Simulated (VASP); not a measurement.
# As: equation of state with PBEsol

The system is As.

```
As
1.0
     1.88080    1.08588    3.51406
    -1.88080    1.08588    3.51406
     0.00000   -2.17176    3.51406
As
2
Direct
  0.22600 0.22600 0.22600
  0.77400 0.77400 0.77400
```

| Property | Result |
| --- | --- |
| Program | VASP 6.6.1 |
| Task | equation of state |
| Functional | PBEsol |
| Potentials or basis | VASP PAW PBE potentials, release 64 (As) |
| Cutoff | 520 eV |
| k mesh | 9 × 9 × 9 |
| Occupations | fermi-dirac, width 0.05 eV |
| Spin | no spin polarisation |
| Ladder | free |
| Further INCAR settings | ALGO = Normal; EDIFF = 1e-07; NBANDS = 12 |

The equilibrium volume is 21.72 Å³/atom and the bulk modulus at fixed shape and positions is 77 GPa. The pressure derivative of the bulk modulus is 4.2.

Energy against volume, from the lowest point:
```
volume (Å³/atom)  energy (meV/atom)
          20.239              27.12
          20.669              12.94
          21.100               4.08
          21.530               0.00
          21.961               0.24
          22.392               4.36
          22.822              12.00
```

All runs of the series together: 92 s on 1 thread of Intel(R) Xeon(R) 6975P-C (Granite Rapids), on a shared host.

Caveat: the cell was scaled at fixed shape and fractional positions, which overstates the stiffness of a crystal with free parameters, most of all of layers and chains; the PAW data sets were made with another functional, which shifts forces and pressure a little.
